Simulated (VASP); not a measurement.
Input of a VASP 6.6.1 run:

Contents of INCAR:

```
SYSTEM = Si
PREC = Accurate
ENCUT = 600
EDIFF = 1E-6
ISMEAR = 0
SIGMA = 0.03
LREAL = .FALSE.
LASPH = .TRUE.
NELM = 80
ALGO = Normal
ISIF = 3
LWAVE = .FALSE.
LCHARG = .FALSE.
GGA = PS
IBRION = 2
NSW = 90
EDIFFG = -0.01
LATTICE_CONSTRAINTS = .TRUE. .TRUE. .FALSE.
```

KPOINTS

```
regular mesh
0
G
  9 9 1
  0 0 0
```

The input POSCAR:

```
Si
1.0
    3.7674649300      0.0000000000      0.0000000000
   -1.8837324700      3.2627203400      0.0000000000
    0.0000000000      0.0000000000     18.4440000000
Si
2
Direct
    0.3333333300      0.6666666700      0.5120364300
    0.6666666700      0.3333333300      0.4879635700
```

Potentials or basis: VASP PAW PBE potentials, release 64 (Si).

The run is started by

```bash
$ cat potpaw_PBE.64/Si/POTCAR > POTCAR
$ mpirun -np 1 vasp_std > vasp.out
```

Problem. Estimate the band gap on the k mesh.

Solution. None (metal or under the smearing width).

Problem. Estimate the relaxed volume.

Solution. 118.26 Å³/atom.

Problem. What does it give for the relaxed cell?

Solution. a = 3.848 Å, b = 3.848 Å, c = 18.444 Å, α = 90.00°, β = 90.00°, γ = 120.00°.

Final structure:
```
Si
1.0
     3.84812    0.00000    0.00000
    -1.92406    3.33257    0.00000
     0.00000    0.00000   18.44400
Si
2
Cartesian
  0.0000 2.2217 9.4484
  1.9241 1.1109 8.9956
```

Caveat: the PAW data sets were made with another functional, which shifts forces and pressure a little.
